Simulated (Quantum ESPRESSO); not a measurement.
Au, 1 atom in the cell. It takes space group Fm-3m (No. 225, cubic). The conventional cell has a = 4.070 Å, b = 4.070 Å, c = 4.070 Å, α = 90.00°, β = 90.00°, γ = 90.00°. Around Au (site symmetry m-3m) lie 12 Au at 2.88 Å. 

| Quantity | Value |
| --- | --- |
| Program | Quantum ESPRESSO 7.5 |
| Task | phonons |
| Functional | LDA |
| Potentials or basis | PseudoDojo 0.4.1 SR LDA standard |
| Cutoff | 871 eV |
| Density cutoff | 3483 eV |
| k mesh | 11 × 11 × 11 |
| Occupations | cold, width 0.2 eV |
| Spin | no spin polarisation |
| Form of the LDA correlation | PW92 |
| Mixing beta | 0.5 |
| Most SCF iterations | 120 |
| SCF threshold | 2e-10 Ry |

Potentials or basis: PseudoDojo 0.4.1 SR LDA standard.

Run with:

```bash
$ OMP_NUM_THREADS=1 pw.x -in pw.in > pw.out
$ OMP_NUM_THREADS=1 pw.x -in relax.in > relax.out
$ OMP_NUM_THREADS=1 pw.x -in scf2.in > scf2.out
$ OMP_NUM_THREADS=1 ph.x -in ph.in > ph.out
```

Hardware: 1 thread of Arm Neoverse V1, with other jobs on the host.

Problem. Estimate the wall time of this run.

Solution. Run time: 14 min on 1 thread of Arm Neoverse V1, on a shared host, peak memory 0.09 GiB. Counts: scf iterations 37, k pools 1, bands 16, ion steps 3, k points 56, g dense 7799.
